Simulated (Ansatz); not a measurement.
**Structure search for MoH₅**

Method: Ansatz, DFT PBE, scalar-relativistic, plane waves, PAW. All cells share a 420 eV cutoff and Γ-centred k meshes spaced at most about 0.3 Å⁻¹ (about 0.25 or finer for metals, 2π included). Spin is collinear in cells that carry moments; the others ran without spin or lost their moments.

Formation energies are uncorrected and refer to the elements' standard structures at the same level (H₂ as a molecule).

All energies are static (0 K, no zero-point motion). Only the structures computed here compete, so a lower one can exist. For metals, differences of a few meV/atom aren't resolved. No dispersion correction is applied, so the spacing and binding between layers, chains or molecules are poorly described (P4mm), and this can change margins and order among such cells. With hydrogen, zero-point motion can shift formation energies by some tens of meV/atom. Another magnetic order may lie lower.

Invented guesses were relaxed alike, and ends that match in structure, energy and magnetic state were merged. ΔE counts from the first row. Coordination counts H atoms around Mo (those within 1.25 times the shortest such distance or 1.15 times the sum of covalent radii, 1.27 where that leaves under three; a plus sign parts nearer from farther groups). The ends were matched against large subsets of the Crystallography Open Database and the Materials Project, so a missing match doesn't prove that a structure is unreported.

```tsv
#	reached from	type and space group	atoms	Å³/atom	coordination	ΔE (meV/atom)	gap on mesh (eV)	moments	in databases
1	YMg5 type (P-62m)	P-62m (No. 189)	6	5.3	Mo 12	0	0.00	none	no match
2	ErNi5 type (P6/mmm)	CaCu5, P6/mmm (No. 191)	6	4.8	Mo 6+12	326	0.00	none	no match
3	ErCu5 type (F-43m)	F-43m (No. 216)	6	4.8	Mo 16	331	0.00	none	no match
4	Hf5Pb type (P4/mmm)	P4/mmm (No. 123)	6	5.9	Mo 2+8	347	0.00	none	no match
5	random cell	P4mm (No. 99)	6	9.8	Mo 1	394	0.00	none	no match
6	random cell	P4/mmm (No. 123)	6	5.3	Mo 2+16	450	0.00	none	no match
7	random cell	I4/mmm (No. 139)	6	7.2	Mo 6	494	0.00	parallel, 1.4 μB	no match
8	random cell	P6/mmm (No. 191)	6	6.3	Mo 2	678	0.00	none	no match
9	random cell	P4/mmm (No. 123)	6	5.5	Mo 2	770	0.00	none	no match
```

The lowest: Space group P-62m (No. 189), hexagonal, a = 3.437 Å, c = 3.115 Å. H on a site of symmetry m2m is surrounded by 2 H at 1.74 Å, 2 Mo at 1.85 Å, 4 H at 1.98 Å and 4 H at 2.12 Å; H on a site of symmetry -6 has 9 H at 1.98 Å and 3 Mo at 1.98 Å; Mo is surrounded by 6 H at 1.85 Å and 6 H at 1.98 Å. Its energy over the elements is +0.31 eV/atom. The separate elements lie lower, so it is unstable against them. An observed structure of this formula, if there is one, may be missing.

```yaml
crystal:
  lattice:
    - [3.43725, 0.00000, 0.00000]
    - [-1.71863, 2.97675, 0.00000]
    - [0.00000, 0.00000, 3.11465]
  atoms:
    - { symbol: H, position: [0.00000, 0.70830, 0.00000] }
    - { symbol: H, position: [0.70830, 0.00000, 0.00000] }
    - { symbol: H, position: [0.29170, 0.29170, 0.00000] }
    - { symbol: H, position: [0.66667, 0.33333, 0.50000] }
    - { symbol: H, position: [0.33333, 0.66667, 0.50000] }
    - { symbol: Mo, position: [0.00000, 0.00000, 0.50000] }
```

The second: Space group P6/mmm (No. 191), hexagonal, a = 3.326 Å, c = 2.990 Å. H on a site of symmetry -6m2 is surrounded by 6 H at 1.78 Å, 3 H at 1.92 Å and 3 Mo at 1.92 Å; H on a site of symmetry mmm is surrounded by 4 H at 1.66 Å and 4 H at 1.78 Å (long against the sum of covalent radii); Mo has 6 H at 1.92 Å and 12 H at 2.24 Å. Counting H atoms around Mo, the first has Mo 12 and the second has Mo 6+12. Cells relaxed within their symmetry can be saddle points.

```cif
data_structure
_symmetry_space_group_name_H-M 'P6/mmm'
_symmetry_Int_Tables_number 191
_cell_length_a 3.3255
_cell_length_b 3.3255
_cell_length_c 2.9897
_cell_angle_alpha 90.000
_cell_angle_beta 90.000
_cell_angle_gamma 120.000
_cell_volume 28.63
loop_
_atom_site_label
_atom_site_type_symbol
_atom_site_symmetry_multiplicity
_atom_site_Wyckoff_symbol
_atom_site_fract_x
_atom_site_fract_y
_atom_site_fract_z
_atom_site_occupancy
H1 H 2 c 0.33333 0.66667 0.00000 1
H2 H 3 g 0.50000 0.00000 0.50000 1
Mo1 Mo 1 a 0.00000 0.00000 0.00000 1
```

Some types were kept out of the candidates beforehand, so the set may lack a known form.
